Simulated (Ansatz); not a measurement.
The system is I.

```
I
1.0
     3.63503   -2.39502    0.00000
     3.63503    2.39502    0.00000
     0.00000    0.00000    9.79344
I
4
Direct
  0.64930 0.35070 0.38440
  0.14930 0.85070 0.11560
  0.35070 0.64930 0.61560
  0.85070 0.14930 0.88440
```

Base run:

* Program: Ansatz 0.2.0
* Functional: PBE0
* Potentials or basis: Ansatz PAW
* Cutoff: 420 eV (not typed: the program's choice for these potentials)
* k mesh: 4 × 4 × 2
* Occupations: fermi-dirac, width 0.05 eV
* Spin: no spin polarisation

Its results: band gap on the k mesh 2.84 eV, indirect (least direct gap 3.07 eV); pressure 0.9 GPa; largest force 0.252 eV/Å.

The run is repeated on the same cell with these changes: functional from PBE0 to B3LYP. What comes out?

Band gap on the k mesh 2.50 eV, indirect (least direct gap 2.72 eV); pressure 2.9 GPa; largest force 0.558 eV/Å.

Caveats: spin-orbit coupling is left out, which moves the levels of the heavy elements; the PAW data sets come from PBE, with cores solved anew for the run's functional, which leaves a small shift of forces and pressure; the thresholds are loose for stress.
